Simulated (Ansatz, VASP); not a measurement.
## ZnS: VASP beside Ansatz

INCAR

```
SYSTEM = ZnS
PREC = Accurate ; ENCUT = 520
EDIFF = 1E-6 ; ISMEAR = 0
SIGMA = 0.05 ; LREAL = .False.
LASPH = .True. ; NELM = 80
ALGO = Normal ; ISIF = 2
LWAVE = .False. ; LCHARG = .True.
GGA = PE ; LELF = .True.
LVHAR = .True. ; NBANDS = 16
```

KPOINTS

```
Automatic mesh
0
Gamma
  10 10 10
  0 0 0
```

File POSCAR:

```
ZnS
1.0
    0.0000000000      2.6640802500      2.7046500000
    2.6640802500      0.0000000000      2.7046500000
    2.6640802500      2.6640802500      0.0000000000
Zn S
1 1
Direct
    0.0000000000      0.0000000000      0.0000000000
    0.7500000000      0.7500000000      0.7500000000
```

Input for Ansatz:

```yaml
crystal:
  lattice:
    - [0.0, 2.66408025, 2.70465]
    - [2.66408025, 0.0, 2.70465]
    - [2.66408025, 2.66408025, 0.0]
  atoms:
    - { symbol: Zn, position: [0.0, 0.0, 0.0] }
    - { symbol: S, position: [0.75, 0.75, 0.75] }
basis:
  ecutwfc: 420
kpoints:
  mp_grid: { grid: [10, 10, 10] }
hamiltonian:
  xc: pbe
scf:
  occupations: { method: gaussian, width: 0.05 }
output:
  forces: true
  stress: true
  eigenvalues: true
```

Change from the starting cell: strain -0.015 along x and y, +0.000 along z, atoms carried along.

Alike in both runs: task single point; functional PBE; k mesh 10 × 10 × 10; occupations gaussian, width 0.05 eV; no spin polarisation.

```csv
,VASP,Ansatz
version,VASP 6.6.1,Ansatz 0.2.0
potentials or method,"VASP PAW PBE potentials, release 64 (Zn, S)","scalar-relativistic, plane waves, PAW"
plane-wave cutoff (eV),520,420
valence electrons in the cell,18,18
```

|  | VASP | Ansatz | Ansatz less VASP |
| --- | --- | --- | --- |
| gap on the k mesh at the Fermi level (eV) | 2.22 | 2.21 | -0.007 |
| least direct gap on the mesh (eV) | 2.22 | 2.21 | -0.007 |
| pressure (GPa) | 4.0 | 3.8 | -0.19 |
| largest component of the traceless stress (GPa) | 0.40 | 0.41 | +0.005 |

With one functional, cell and mesh, what is left measures potentials, basis and numerics.
